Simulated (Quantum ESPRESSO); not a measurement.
# AgCl (Chlorargyrite) (Fm-3m) in Quantum ESPRESSO: reference runs

How does AgCl (Chlorargyrite) come out in PBE? The cell is run as given and disturbed, then over a range of volumes.

Program: Quantum ESPRESSO 7.5. These are calculated values, not measurements. Logs are shortened: lines on timing, memory, paths and dates and some standing lists are left out, and cuts for length are marked.

**Measured values to compare with.**

A printed reference work, data compilation reports, for a bulk crystal of AgCl: band gap 3.249 eV (indirect).

The results are compared with them further down.

**1. Starting point**

It takes space group Fm-3m (No. 225, cubic). The conventional cell has a = 5.470 Å, b = 5.470 Å, c = 5.470 Å, α = 90.00°, β = 90.00°, γ = 90.00°. Ag (site symmetry m-3m) has 6 Cl at 2.73 Å as nearest neighbours. Cl (site symmetry m-3m) has 6 Ag at 2.73 Å as nearest neighbours.

**2. Single point, PBE**

pw.in reads:

```
&CONTROL
  calculation = 'scf'
  prefix = 'pwscf'
  outdir = './tmp'
  pseudo_dir = './pseudo'
  tprnfor = .true.
  tstress = .true.
  disk_io = 'nowf'
/
&SYSTEM
  ibrav = 0
  nat = 2
  ntyp = 2
  ecutwfc = 60
  ecutrho = 440
  nbnd = 20
  occupations = 'smearing'
  smearing = 'fd'
  degauss = 0.00367493
/
&ELECTRONS
  conv_thr = 4d-10
  electron_maxstep = 120
  mixing_beta = 0.5
/
ATOMIC_SPECIES
Ag   107.8682 Ag_ONCV_PBE-1.0.oncvpsp.upf
Cl    35.4500 cl_pbe_v1.4.uspp.F.UPF
CELL_PARAMETERS angstrom
   0.0000000000    2.7350000000    2.7350000000
   2.7350000000    0.0000000000    2.7350000000
   2.7350000000    2.7350000000    0.0000000000
ATOMIC_POSITIONS crystal
Ag     0.0000000000    0.0000000000    0.0000000000
Cl     0.5000000000    0.5000000000    0.5000000000
K_POINTS automatic
8 8 8 0 0 0
```

Potentials or basis: SSSP 1.3 efficiency PBE.

Launch:

```
OMP_NUM_THREADS=1 pw.x -in pw.in > pw.out
```

pw.out:

```text
This program is part of the open-source Quantum ESPRESSO suite
     for quantum simulation of materials; please cite
[... 9 lines left out ...]
     --------------------
     sticks:   dense  smooth     PW     G-vecs:    dense   smooth      PW
     Sum        1627     877    265                43143    17261    2891

     Using Slab Decomposition

     bravais-lattice index     =            0
     lattice parameter (alat)  =       7.3092  a.u.
     unit-cell volume          =     276.1205 (a.u.)^3
     number of atoms/cell      =            2
     number of atomic types    =            2
     number of electrons       =        26.00
     number of Kohn-Sham states=           20
     kinetic-energy cutoff     =      60.0000  Ry
     charge density cutoff     =     440.0000  Ry
     scf convergence threshold =      4.0E-10
     mixing beta               =       0.5000
     number of iterations used =            8  plain     mixing
     Exchange-correlation=  SLA  PW   PBX  PBC
                           (   1   4   3   4   0   0   0)

     celldm(1)=   7.309223  celldm(2)=   0.000000  celldm(3)=   0.000000
     celldm(4)=   0.000000  celldm(5)=   0.000000  celldm(6)=   0.000000

     crystal axes: (cart. coord. in units of alat)
               a(1) = (   0.000000   0.707107   0.707107 )
               a(2) = (   0.707107   0.000000   0.707107 )
               a(3) = (   0.707107   0.707107   0.000000 )

     reciprocal axes: (cart. coord. in units 2 pi/alat)
               b(1) = ( -0.707107  0.707107  0.707107 )
               b(2) = (  0.707107 -0.707107  0.707107 )
               b(3) = (  0.707107  0.707107 -0.707107 )

     PseudoPot. # 1 for Ag read from file:
     Ag_ONCV_PBE-1.0.oncvpsp.upf
     Pseudo is Norm-conserving, Zval = 19.0
     Generated using ONCVPSP code by D. R. Hamann
     Using radial grid of 1398 points,  6 beta functions with:
                l(1) =   0
                l(2) =   0
                l(3) =   1
                l(4) =   1
                l(5) =   2
                l(6) =   2

     PseudoPot. # 2 for Cl read from file:
     cl_pbe_v1.4.uspp.F.UPF
     Pseudo is Ultrasoft + core correction, Zval =  7.0
     Generated by new atomic code, or converted to UPF format
     Using radial grid of  909 points,  6 beta functions with:
                l(1) =   0
                l(2) =   0
                l(3) =   1
                l(4) =   1
                l(5) =   2
                l(6) =   2
     Q(r) pseudized with  8 coefficients,  rinner =    1.300   1.300   1.300
                                                       1.300   1.300

     atomic species   valence    mass     pseudopotential
     Ag               19.00   107.86820     Ag( 1.00)
     Cl                7.00    35.45000     Cl( 1.00)

     48 Sym. Ops., with inversion, found

   Cartesian axes

     site n.     atom                  positions (alat units)
         1        Ag     tau(   1) = (   0.0000000   0.0000000   0.0000000  )
         2        Cl     tau(   2) = (   0.7071068   0.7071068   0.7071068  )

     number of k points=    29  Fermi-Dirac smearing, width (Ry)=  0.0037
                       cart. coord. in units 2pi/alat
        k(    1) = (   0.0000000   0.0000000   0.0000000), wk =   0.0039062
        k(    2) = (   0.0883883   0.0883883  -0.0883883), wk =   0.0312500
        k(    3) = (   0.1767767   0.1767767  -0.1767767), wk =   0.0312500
        k(    4) = (   0.2651650   0.2651650  -0.2651650), wk =   0.0312500
        k(    5) = (  -0.3535534  -0.3535534   0.3535534), wk =   0.0156250
        k(    6) = (   0.1767767   0.0000000   0.0000000), wk =   0.0234375
[... 21 lines left out ...]
        k(   28) = (  -0.7071068   0.1767767  -0.0000000), wk =   0.0468750
        k(   29) = (  -0.7071068   0.3535534   0.0000000), wk =   0.0234375

     Dense  grid:    43143 G-vectors     FFT dimensions: (  50,  50,  50)

     Smooth grid:    17261 G-vectors     FFT dimensions: (  40,  40,  40)

     Initial potential from superposition of free atoms

     starting charge      25.9997, renormalised to      26.0000

     negative rho (up, down):  1.469E-02 0.000E+00
     Starting wfcs are   14 randomized atomic wfcs +    6 random wfcs

     Self-consistent Calculation

     iteration #  1     ecut=    60.00 Ry     beta= 0.50
     Davidson diagonalization with overlap
     ethr =  1.00E-02,  avg # of iterations =  5.9

     Threshold (ethr) on eigenvalues was too large:
     Diagonalizing with lowered threshold

     Davidson diagonalization with overlap
     ethr =  4.92E-04,  avg # of iterations =  2.4

     negative rho (up, down):  1.465E-02 0.000E+00

     total energy              =    -320.65056415 Ry
     estimated scf accuracy    <       0.12965239 Ry

     iteration #  2     ecut=    60.00 Ry     beta= 0.50
     Davidson diagonalization with overlap
     ethr =  4.99E-04,  avg # of iterations =  2.3
[... 60 lines left out ...]
     iteration #  9     ecut=    60.00 Ry     beta= 0.50
     Davidson diagonalization with overlap
     ethr =  1.71E-11,  avg # of iterations =  2.0

     negative rho (up, down):  1.438E-02 0.000E+00

     End of self-consistent calculation

          k = 0.0000 0.0000 0.0000 (  2109 PWs)   bands (ev):

   -80.9512 -44.4405 -44.4405 -44.4405  -6.3284   6.4211   6.4211   6.4211
     6.4655   6.4655   6.6133   6.6133   6.6133  10.0197  19.7619  19.7619
    19.7619  21.4805  22.6381  22.6391

          k = 0.0884 0.0884-0.0884 (  2139 PWs)   bands (ev):

   -80.9512 -44.4410 -44.4405 -44.4405  -6.2611   5.7178   5.7644   5.7644
     6.4804   6.4804   6.7497   7.3883   7.3883  10.7541  18.4794  19.4899
    19.4899  21.0587  21.0587  21.9905
[... 13 lines left out ...]
          k =-0.3536-0.3536 0.3536 (  2138 PWs)   bands (ev):

   -80.9511 -44.4440 -44.4410 -44.4410  -5.8304   3.5127   4.6435   4.6435
     6.8211   6.8211   7.1631   9.0531   9.0531  13.2332  15.8833  16.6456
    16.6456  22.4784  22.4784  22.8355

          k = 0.1768 0.0000 0.0000 (  2149 PWs)   bands (ev):

   -80.9512 -44.4410 -44.4407 -44.4407  -6.2413   5.2019   6.0669   6.0669
     6.3682   6.4950   6.9715   6.9715   7.4063  11.0506  18.7632  19.0351
    19.3459  19.3459  22.7845  23.1074

          k = 0.2652 0.0884-0.0884 (  2158 PWs)   bands (ev):

   -80.9512 -44.4419 -44.4409 -44.4408  -6.1124   4.6042   5.4856   5.5591
     6.4434   6.6374   6.9789   7.4782   8.0261  12.1641  17.0871  17.8522
    18.8254  19.8969  22.3346  23.2284
[... 19 lines left out ...]
          k =-0.0884-0.2652 0.2652 (  2159 PWs)   bands (ev):

   -80.9511 -44.4427 -44.4412 -44.4408  -5.9941   4.2297   4.8624   5.2372
     6.6300   6.7270   7.0459   7.7174   8.8018  12.9506  16.2420  17.3071
    17.6698  20.6466  22.5641  23.0834

          k = 0.0000-0.1768 0.1768 (  2153 PWs)   bands (ev):

   -80.9512 -44.4416 -44.4409 -44.4406  -6.1622   4.9559   5.2496   5.7626
     6.5107   6.6118   7.0792   7.0886   8.1792  11.6861  17.8297  17.9782
    18.9793  20.0197  21.8615  23.0323

          k = 0.3536 0.0000 0.0000 (  2181 PWs)   bands (ev):

   -80.9511 -44.4421 -44.4412 -44.4412  -6.0462   4.3304   5.8163   5.8163
     6.2416   6.5670   7.1698   7.1698   7.6384  12.6142  16.4814  17.7479
    19.2424  19.2424  23.2205  25.2085

          k = 0.4419 0.0884-0.0884 (  2155 PWs)   bands (ev):

   -80.9511 -44.4429 -44.4415 -44.4414  -5.9283   4.1694   5.3369   5.4540
     6.3632   6.7814   7.0897   7.4108   7.9059  12.7751  16.1395  17.2583
    19.0624  20.0432  23.3731  24.6942
[... 7 lines left out ...]
          k =-0.0884-0.4419 0.4419 (  2172 PWs)   bands (ev):

   -80.9511 -44.4433 -44.4423 -44.4413  -5.8030   4.0267   4.7659   4.7702
     6.7493   6.8171   7.1098   7.6380   8.6382  13.8887  15.1284  17.0608
    17.7688  21.8407  21.8888  24.6401

          k = 0.0000-0.3536 0.3536 (  2151 PWs)   bands (ev):

   -80.9511 -44.4430 -44.4420 -44.4410  -5.8740   3.9932   4.7213   5.0782
     6.7109   6.8124   7.2504   7.3039   8.9738  14.1763  15.0592  16.8141
    17.4737  20.9021  23.1109  25.1523

          k = 0.5303-0.0000 0.0000 (  2156 PWs)   bands (ev):

   -80.9511 -44.4433 -44.4417 -44.4417  -5.8790   4.2485   5.7833   5.7833
     6.1168   6.6398   7.0688   7.0688   7.4172  11.9814  17.1113  17.1686
    20.0284  20.0284  23.8683  24.8034

          k =-0.0884-0.6187 0.6187 (  2169 PWs)   bands (ev):

   -80.9511 -44.4435 -44.4420 -44.4418  -5.8220   4.4160   5.2960   5.4670
     6.3322   6.9026   7.0049   7.2010   7.3222  11.9268  16.8512  17.4915
    19.9496  20.6468  23.5564  24.1373

          k = 0.0000-0.5303 0.5303 (  2171 PWs)   bands (ev):

   -80.9511 -44.4432 -44.4426 -44.4416  -5.7905   4.5887   4.6278   5.0424
     6.5717   6.8854   7.0749   7.2899   7.9250  12.7068  16.3323  17.2830
    18.9553  20.8465  22.4953  24.7129

          k =-0.7071 0.0000 0.0000 (  2200 PWs)   bands (ev):

   -80.9511 -44.4438 -44.4419 -44.4419  -5.8200   4.4751   5.8260   5.8260
     6.0656   6.6702   6.9495   6.9495   7.0680  11.4243  16.9843  17.8914
    20.8590  20.8590  23.7685  24.2759

          k = 0.3536 0.1768 0.0000 (  2168 PWs)   bands (ev):

   -80.9511 -44.4425 -44.4414 -44.4410  -5.9888   4.2333   5.0779   5.4585
     6.5238   6.7443   7.2095   7.2149   8.4468  13.0458  16.0446  17.1792
    18.4906  20.0733  22.9583  24.6518

          k =-0.2652-0.4419 0.6187 (  2169 PWs)   bands (ev):

   -80.9511 -44.4432 -44.4418 -44.4412  -5.8599   4.0141   4.7686   5.0370
     6.6546   6.8304   7.1089   7.6558   8.6427  13.7614  15.1877  17.0163
    17.8871  20.9928  23.1965  24.2365
[... 13 lines left out ...]
          k =-0.0884-0.4419 0.6187 (  2179 PWs)   bands (ev):

   -80.9511 -44.4432 -44.4424 -44.4417  -5.7928   4.4106   4.7463   4.9850
     6.6754   6.8750   7.0362   7.3448   7.9338  13.1263  16.1944  17.1197
    18.1774  21.5414  22.8733  24.1284

          k = 0.0000-0.3536 0.5303 (  2186 PWs)   bands (ev):

   -80.9511 -44.4430 -44.4426 -44.4415  -5.7981   4.2071   4.7801   4.8757
     6.7869   6.7981   7.1308   7.2803   8.3412  13.7554  15.5705  16.8898
    17.9532  21.6652  22.2422  24.9792

          k =-0.7071 0.1768-0.0000 (  2170 PWs)   bands (ev):

   -80.9511 -44.4435 -44.4422 -44.4419  -5.7997   4.5546   5.0509   5.2963
     6.5694   6.9464   6.9497   6.9749   7.4739  12.1809  16.8566  17.5363
    18.9737  21.4976  23.4710  23.7535

          k =-0.7071 0.3536 0.0000 (  2180 PWs)   bands (ev):

   -80.9511 -44.4428 -44.4428 -44.4419  -5.7791   4.6082   4.8200   4.8200
     6.9176   6.9176   6.9499   6.9673   7.7750  13.3570  16.9756  16.9756
    17.1225  22.6644  22.6644  23.7387

     the Fermi energy is     9.6130 ev

!    total energy              =    -320.68178214 Ry
     estimated scf accuracy    <          1.1E-10 Ry
     smearing contrib. (-TS)   =      -0.00000009 Ry
     internal energy E=F+TS    =    -320.68178205 Ry

     The total energy is F=E-TS. E is the sum of the following terms:
     one-electron contribution =    -166.70003517 Ry
     hartree contribution      =      92.55669767 Ry
     xc contribution           =     -36.64157138 Ry
     ewald contribution        =    -209.89687317 Ry

     convergence has been achieved in   9 iterations

     negative rho (up, down):  1.438E-02 0.000E+00

     Forces acting on atoms (cartesian axes, Ry/au):

     atom    1 type  1   force =    -0.00000000    0.00000000    0.00000000
     atom    2 type  2   force =    -0.00000000   -0.00000000    0.00000000

     Total force =     0.000000     Total SCF correction =     0.000000

     Computing stress (Cartesian axis) and pressure

     negative rho (up, down):  1.438E-02 0.000E+00
          total   stress  (Ry/bohr**3)                   (kbar)     P=       38.57
   0.00026218  -0.00000000  -0.00000000           38.57       -0.00       -0.00
  -0.00000000   0.00026218  -0.00000000           -0.00       38.57       -0.00
  -0.00000000  -0.00000000   0.00026218           -0.00       -0.00       38.57

=------------------------------------------------------------------------------=
   JOB DONE.
=------------------------------------------------------------------------------=
```

Wall time 23 s (1 thread of Arm Neoverse V2, shared host); peak memory 0.2 GiB.

Results:

```
Free energy            : -4363.0979 eV
Pressure               : 3.9 GPa
Band gap on the k mesh : 0.97 eV, indirect (least direct gap 3.37 eV)
```

**3. Single point, PBE (atoms moved at random, drawn with an rms of 0.05 Å)**

pw.in, as its differences from that of step 2:

```diff
@@ -33,4 +33,4 @@
 ATOMIC_POSITIONS crystal
-Ag     0.0000000000    0.0000000000    0.0000000000
-Cl     0.5000000000    0.5000000000    0.5000000000
+Ag    -0.0171980000    0.0112950000   -0.0044850000
+Cl     0.4962840000    0.5090750000    0.5035600000
 K_POINTS automatic
```

Potentials or basis: SSSP 1.3 efficiency PBE.

Launch:

```
OMP_NUM_THREADS=1 pw.x -in pw.in > pw.out
```

pw.out:

```text
This program is part of the open-source Quantum ESPRESSO suite
     for quantum simulation of materials; please cite
[... 6 lines left out ...]
     --------------------
     sticks:   dense  smooth     PW     G-vecs:    dense   smooth      PW
     Sum        1627     877    265                43143    17261    2891

     Using Slab Decomposition

     bravais-lattice index     =            0
     lattice parameter (alat)  =       7.3092  a.u.
     unit-cell volume          =     276.1205 (a.u.)^3
     number of atoms/cell      =            2
     number of atomic types    =            2
     number of electrons       =        26.00
     number of Kohn-Sham states=           20
     kinetic-energy cutoff     =      60.0000  Ry
     charge density cutoff     =     440.0000  Ry
     scf convergence threshold =      4.0E-10
     mixing beta               =       0.5000
     number of iterations used =            8  plain     mixing
     Exchange-correlation=  SLA  PW   PBX  PBC
                           (   1   4   3   4   0   0   0)

     celldm(1)=   7.309223  celldm(2)=   0.000000  celldm(3)=   0.000000
     celldm(4)=   0.000000  celldm(5)=   0.000000  celldm(6)=   0.000000

     crystal axes: (cart. coord. in units of alat)
               a(1) = (   0.000000   0.707107   0.707107 )
               a(2) = (   0.707107   0.000000   0.707107 )
               a(3) = (   0.707107   0.707107   0.000000 )

     reciprocal axes: (cart. coord. in units 2 pi/alat)
               b(1) = ( -0.707107  0.707107  0.707107 )
               b(2) = (  0.707107 -0.707107  0.707107 )
               b(3) = (  0.707107  0.707107 -0.707107 )
[... 40 lines left out ...]

     Number of k-points >= 100: set verbosity='high' to print them.

     Dense  grid:    43143 G-vectors     FFT dimensions: (  50,  50,  50)

     Smooth grid:    17261 G-vectors     FFT dimensions: (  40,  40,  40)

     Initial potential from superposition of free atoms

     starting charge      25.9997, renormalised to      26.0000

     negative rho (up, down):  1.498E-02 0.000E+00
     Starting wfcs are   14 randomized atomic wfcs +    6 random wfcs

     Self-consistent Calculation

     iteration #  1     ecut=    60.00 Ry     beta= 0.50
     Davidson diagonalization with overlap
     ethr =  1.00E-02,  avg # of iterations =  6.7

     Threshold (ethr) on eigenvalues was too large:
     Diagonalizing with lowered threshold

     Davidson diagonalization with overlap
     ethr =  4.92E-04,  avg # of iterations =  1.5

     negative rho (up, down):  1.495E-02 0.000E+00
[... 67 lines left out ...]
     iteration #  9     ecut=    60.00 Ry     beta= 0.50
     Davidson diagonalization with overlap
     ethr =  1.41E-11,  avg # of iterations =  2.0

     negative rho (up, down):  1.467E-02 0.000E+00

     End of self-consistent calculation

     Number of k-points >= 100: set verbosity='high' to print the bands.

     the Fermi energy is     9.6113 ev

!    total energy              =    -320.68151011 Ry
     estimated scf accuracy    <          2.1E-11 Ry
     smearing contrib. (-TS)   =      -0.00000009 Ry
     internal energy E=F+TS    =    -320.68151002 Ry

     The total energy is F=E-TS. E is the sum of the following terms:
     one-electron contribution =    -166.76273703 Ry
     hartree contribution      =      92.58666891 Ry
     xc contribution           =     -36.64220831 Ry
     ewald contribution        =    -209.86323359 Ry

     convergence has been achieved in   9 iterations

     negative rho (up, down):  1.467E-02 0.000E+00

     Forces acting on atoms (cartesian axes, Ry/au):

     atom    1 type  1   force =     0.00096393    0.00367652    0.00187648
     atom    2 type  2   force =    -0.00096393   -0.00367652   -0.00187648

     Total force =     0.005995     Total SCF correction =     0.000003

     Computing stress (Cartesian axis) and pressure

     negative rho (up, down):  1.467E-02 0.000E+00
          total   stress  (Ry/bohr**3)                   (kbar)     P=       39.50
   0.00026315  -0.00000136  -0.00000071           38.71       -0.20       -0.10
  -0.00000136   0.00027633  -0.00000264           -0.20       40.65       -0.39
  -0.00000071  -0.00000264   0.00026598           -0.10       -0.39       39.13

=------------------------------------------------------------------------------=
   JOB DONE.
=------------------------------------------------------------------------------=
```

It took 2.9 min on 1 thread of Arm Neoverse V2, shared host; peak memory 0.35 GiB.

What came out:

```yaml
Free_energy: -4363.0942 eV
Pressure: 3.9 GPa
Largest_force: 0.109 eV/Å
Band_gap_on_the_k_mesh: 0.96 eV, indirect (least direct gap 3.22 eV)
```

Forces in eV/Å, atoms in the order of the input:
```
Ag   0.025  0.095  0.048
Cl  -0.025 -0.095 -0.048
```

A k mesh can miss the band edges.

**4. Single point, PBE, 19.23 Å³/atom**

pw.in, as its differences from that of step 3:

```diff
@@ -29,8 +29,8 @@
 CELL_PARAMETERS angstrom
-   0.0000000000    2.7350000000    2.7350000000
-   2.7350000000    0.0000000000    2.7350000000
-   2.7350000000    2.7350000000    0.0000000000
+   0.0000000000    2.6791680073    2.6791680073
+   2.6791680073    0.0000000000    2.6791680073
+   2.6791680073    2.6791680073    0.0000000000
 ATOMIC_POSITIONS crystal
-Ag    -0.0171980000    0.0112950000   -0.0044850000
-Cl     0.4962840000    0.5090750000    0.5035600000
+Ag     0.0000000000    0.0000000000    0.0000000000
+Cl     0.5000000000    0.5000000000    0.5000000000
 K_POINTS automatic
```

Launch:

```
OMP_NUM_THREADS=1 pw.x -in pw.in > pw.out
```

Wall time 20 s (1 thread of Arm Neoverse V2, shared host); peak memory 0.19 GiB.

Results (log left out):

* Free energy: -4363.0068 eV
* Pressure: 8.3 GPa
* Band gap on the k mesh: 0.97 eV, indirect (least direct gap 3.60 eV)

**5. Single point, PBE, 19.64 Å³/atom**

pw.in, as its differences from that of step 4:

```diff
@@ -29,5 +29,5 @@
 CELL_PARAMETERS angstrom
-   0.0000000000    2.6791680073    2.6791680073
-   2.6791680073    0.0000000000    2.6791680073
-   2.6791680073    2.6791680073    0.0000000000
+   0.0000000000    2.6980360093    2.6980360093
+   2.6980360093    0.0000000000    2.6980360093
+   2.6980360093    2.6980360093    0.0000000000
 ATOMIC_POSITIONS crystal
```

Launch:

```
OMP_NUM_THREADS=1 pw.x -in pw.in > pw.out
```

Run time: 20 s. Hardware: 1 thread of Arm Neoverse V2, shared host; peak memory 0.19 GiB.

It converged, with:

- Free energy: -4363.0448 eV
- Pressure: 6.6 GPa
- Band gap on the k mesh: 0.97 eV, indirect (least direct gap 3.52 eV)

**6. Single point, PBE, 20.05 Å³/atom**

pw.in, as its differences from that of step 5:

```diff
@@ -29,5 +29,5 @@
 CELL_PARAMETERS angstrom
-   0.0000000000    2.6980360093    2.6980360093
-   2.6980360093    0.0000000000    2.6980360093
-   2.6980360093    2.6980360093    0.0000000000
+   0.0000000000    2.7166437422    2.7166437422
+   2.7166437422    0.0000000000    2.7166437422
+   2.7166437422    2.7166437422    0.0000000000
 ATOMIC_POSITIONS crystal
```

Potentials or basis: SSSP 1.3 efficiency PBE.

Launch:

```
OMP_NUM_THREADS=1 pw.x -in pw.in > pw.out
```

Run time: 20 s. Hardware: 1 thread of Arm Neoverse V2, shared host; peak memory 0.19 GiB.

The run converged. Its results:

```yaml
Free_energy: -4363.0749 eV
Pressure: 5.2 GPa
Band_gap_on_the_k_mesh: 0.97 eV, indirect (least direct gap 3.44 eV)
```

(Continued in part 2 of 2.)
